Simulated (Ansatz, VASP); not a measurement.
**V: VASP beside Ansatz**

The input INCAR:

```
ALGO = Normal
EDIFF = 1E-6
ENCUT = 520
GGA = PE
ISIF = 2
ISMEAR = -1
LASPH = T
LCHARG = F
LREAL = F
LWAVE = F
NBANDS = 20
NELM = 100
PREC = Accurate
SIGMA = 0.08
```

The input KPOINTS:

```
k-points
0
Gamma
  14 14 14
```

POSCAR

```
V
1.0
    0.0000000000      2.0332668825      2.0332668825
    2.0332668825      0.0000000000      2.0332668825
    2.0332668825      2.0332668825      0.0000000000
V
2
Direct
   -0.1250000000     -0.1250000000     -0.1250000000
    0.1250000000      0.1250000000      0.1250000000
```

Input for Ansatz:

```yaml
crystal:
  lattice:
    - [0.0, 2.0332668825, 2.0332668825]
    - [2.0332668825, 0.0, 2.0332668825]
    - [2.0332668825, 2.0332668825, 0.0]
  atoms:
    - { symbol: V, position: [-0.125, -0.125, -0.125] }
    - { symbol: V, position: [0.125, 0.125, 0.125] }
kpoints:
  mp_grid: { grid: [14, 14, 14] }
scf:
  occupations: { method: fermi_dirac, width: 0.08 }
hamiltonian:
  xc: pbe
  pseudopotentials: { kind: nc }
output:
  forces: true
  stress: true
  eigenvalues: true
```

Change from the starting cell: volume scaled by 0.45, norm-conserving files.

Alike in both runs: task single point; functional PBE; k mesh 14 × 14 × 14; occupations fermi-dirac, width 0.08 eV; no spin polarisation.

```csv
,VASP,Ansatz
version,VASP 6.6.1,Ansatz 0.2.0
potentials or method,"VASP PAW PBE potentials, release 64 (V_sv)","norm-conserving pseudopotentials, scalar-relativistic"
plane-wave cutoff (eV),520,1143
valence electrons in the cell,26,26
```

Ansatz gave:

- pressure (GPa): 268.1

Task: Estimate VASP's values.

Result: Pressure (GPa): 324.9.

With one functional, cell and mesh, what is left measures potentials, basis and numerics.

Caveats: the cell as given lies far from equilibrium; so large a pressure means that the cell lies far from this level's equilibrium, or that cutoff or potentials fall short (VASP).
